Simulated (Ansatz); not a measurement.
# Nudged elastic band run: W12C13

Input:

```yaml
crystal:
  lattice:
    - [5.69296, 0.0, 0.0]
    - [-2.84648, 4.930248, 0.0]
    - [0.0, 0.0, 18.98855]
  atoms:
    - { symbol: W, position: [0.0, 0.0, 0.0526633] }
    - { symbol: C, position: [0.3333333, 0.1666667, 0.1262714] }
    - { symbol: W, position: [5.9e-07, 1.31e-06, 0.20444123] }
    - { symbol: C, position: [0.32858429, 0.16428604, 0.27756966] }
    - { symbol: W, position: [-4.83e-06, -5.77e-06, 0.36803168] }
    - { symbol: C, position: [0.36831597, 0.18415192, 0.42883696] }
    - { symbol: W, position: [0.0, 0.5, 0.0526633] }
    - { symbol: C, position: [0.3333333, 0.6666667, 0.1262714] }
    - { symbol: W, position: [-0.00040131, 0.49980016, 0.20275036] }
    - { symbol: C, position: [0.33332583, 0.66666084, 0.27478591] }
    - { symbol: W, position: [0.00276363, 0.5013756, 0.35276062] }
    - { symbol: C, position: [0.33330494, 0.66662952, 0.41399542] }
    - { symbol: W, position: [0.5, 0.0, 0.0526633] }
    - { symbol: C, position: [0.8333333, 0.1666667, 0.1262714] }
    - { symbol: W, position: [0.50019892, 0.00039831, 0.20275095] }
    - { symbol: C, position: [0.83569335, 0.16428112, 0.27756877] }
    - { symbol: W, position: [0.49859822, -0.00280113, 0.35276194] }
    - { symbol: C, position: [0.81581087, 0.18414659, 0.42883659] }
    - { symbol: W, position: [0.5, 0.5, 0.0526633] }
    - { symbol: C, position: [0.8333333, 0.6666667, 0.1262714] }
    - { symbol: W, position: [0.50019929, 0.49980061, 0.20275042] }
    - { symbol: C, position: [0.83569846, 0.67140476, 0.27756985] }
    - { symbol: W, position: [0.49860091, 0.50137657, 0.35276133] }
    - { symbol: C, position: [0.81580631, 0.63161084, 0.42883537] }
    - { symbol: C, position: [0.66663702, 0.33329239, 0.44548347] }
basis:
  ecutwfc: 420.0
kpoints:
  mp_grid: { grid: [3, 3, 1] }
hamiltonian:
  xc: pbe
  pseudopotentials: { kind: paw, azcp: { folder: soft_1 } }
scf:
  occupations: { method: gaussian, width: 0.15 }
  lower_state_search: "off"
neb:
  images: 5
  f_tol: 0.05
  initial_path: linear
  max_iterations: 38
  constraints: [{ sites: [0, 1, 6, 7, 12, 13, 18, 19] }]
  final_atoms:
    - { symbol: W, position: [0.0, 0.0, 0.05266332] }
    - { symbol: C, position: [0.33333334, 0.16666667, 0.12627136] }
    - { symbol: W, position: [-0.00050442, 0.00050442, 0.20407043] }
    - { symbol: C, position: [0.33104813, 0.16209626, 0.27567406] }
    - { symbol: W, position: [0.00016207, -0.00016207, 0.36203077] }
    - { symbol: C, position: [0.35662047, 0.21324093, 0.42674324] }
    - { symbol: W, position: [0.0, 0.5, 0.05266332] }
    - { symbol: C, position: [0.33333333, 0.66666666, 0.12627136] }
    - { symbol: W, position: [-0.00050442, 0.49899115, 0.20407043] }
    - { symbol: C, position: [0.33104813, 0.66895187, 0.27567406] }
    - { symbol: W, position: [0.00016207, 0.50032414, 0.36203077] }
    - { symbol: C, position: [0.35662047, 0.64337953, 0.42674324] }
    - { symbol: W, position: [0.5, 0.0, 0.05266332] }
    - { symbol: C, position: [0.83333333, 0.16666667, 0.12627136] }
    - { symbol: W, position: [0.50100885, 0.00050442, 0.20407043] }
    - { symbol: C, position: [0.83333333, 0.16666667, 0.28107229] }
    - { symbol: W, position: [0.49967586, -0.00016207, 0.36203077] }
    - { symbol: C, position: [0.83333333, 0.16666667, 0.42203592] }
    - { symbol: W, position: [0.5, 0.5, 0.05266332] }
    - { symbol: C, position: [0.83333333, 0.66666666, 0.12627136] }
    - { symbol: W, position: [0.5, 0.5, 0.20090205] }
    - { symbol: C, position: [0.83790374, 0.66895187, 0.27567406] }
    - { symbol: W, position: [0.5, 0.5, 0.34423306] }
    - { symbol: C, position: [0.78675907, 0.64337953, 0.42674324] }
    - { symbol: C, position: [0.5, 0.5, 0.45236873] }
  order_check: true
```

Command:

```bash
$ ansatz run input.yaml --threads 4 --pin off --max-ram 10240MiB --backend cpu --events-out ev --progress --plain --runs-dir out
```

Output, in part (warnings, iteration lines):

```
NEB end point (image 0): max|allowed force component| = 8.425e-3 eV/Å (the criterion of neb.relax_end_points is 1.000e-2)
NEB end point (image 6): max|allowed force component| = 2.822e-3 eV/Å (the criterion of neb.relax_end_points is 1.000e-2)
NEB iter   1: max|band force component| = 2.854e0 eV/Å  barrier→ = 0.6417 eV  barrier← = 1.8788 eV  Δτ_max = 0.2000 Å  (91 SCF iters)
NEB iter   2: max|band force component| = 1.194e0 eV/Å  barrier→ = 0.2647 eV  barrier← = 1.5018 eV  Δτ_max = 0.0657 Å  (51 SCF iters)
NEB iter   3: max|band force component| = 5.450e-1 eV/Å  barrier→ = 0.2393 eV  barrier← = 1.4764 eV  Δτ_max = 0.0165 Å  (48 SCF iters)
NEB iter   4: max|band force component| = 7.452e-1 eV/Å  barrier→ = 0.2280 eV  barrier← = 1.4652 eV  CI = image 1  Δτ_max = 0.1269 Å  (43 SCF iters)
NEB iter   5: max|band force component| = 3.981e-1 eV/Å  barrier→ = 0.3244 eV  barrier← = 1.5616 eV  CI = image 1  Δτ_max = 0.0312 Å  (45 SCF iters)
NEB iter   6: max|band force component| = 1.201e-1 eV/Å  barrier→ = 0.3120 eV  barrier← = 1.5491 eV  CI = image 1  Δτ_max = 0.0273 Å  (42 SCF iters)
NEB iter   7: max|band force component| = 6.223e-2 eV/Å  barrier→ = 0.3107 eV  barrier← = 1.5478 eV  CI = image 1  Δτ_max = 0.0037 Å  (39 SCF iters)
NEB iter   8: max|band force component| = 6.386e-2 eV/Å  barrier→ = 0.3105 eV  barrier← = 1.5476 eV  CI = image 1  Δτ_max = 0.0019 Å  (30 SCF iters)
NEB iter   9: max|band force component| = 4.718e-2 eV/Å  barrier→ = 0.3105 eV  barrier← = 1.5476 eV  CI = image 1  Δτ_max = 0.0000 Å  (390 SCF iters)
```

It converged. By the program's own check the climbing image is a first-order saddle point (lowest curvatures found: -6.83 and 1.12 eV/Å²). Limits of this set-up: coarse k mesh, thin slab, slab without dipole correction.

Final band (atoms are numbered from 1 in the order of the input):

| image | path coordinate (Å) | energy (eV) | W11–C25 (Å) | W17–C25 (Å) | C18–C25 (Å) |
| --- | --- | --- | --- | --- | --- |
| 0 | 0.00 | 0.00 | 2.42 | 2.42 | 1.50 |
| 1 | 0.45 | 0.31 | 2.57 | 2.57 | 1.99 |
| 2 | 0.75 | 0.11 | 2.73 | 2.73 | 2.38 |
| 3 | 1.05 | -0.03 | 2.91 | 2.91 | 2.70 |
| 4 | 1.35 | -0.18 | 3.09 | 3.09 | 2.95 |
| 5 | 1.65 | -0.89 | 3.23 | 3.23 | 3.18 |
| 6 | 1.95 | -1.24 | 3.32 | 3.32 | 3.34 |

Run time: 22 min on 4 threads of Arm Neoverse V2, on a shared host, peak memory 3.4 GiB.
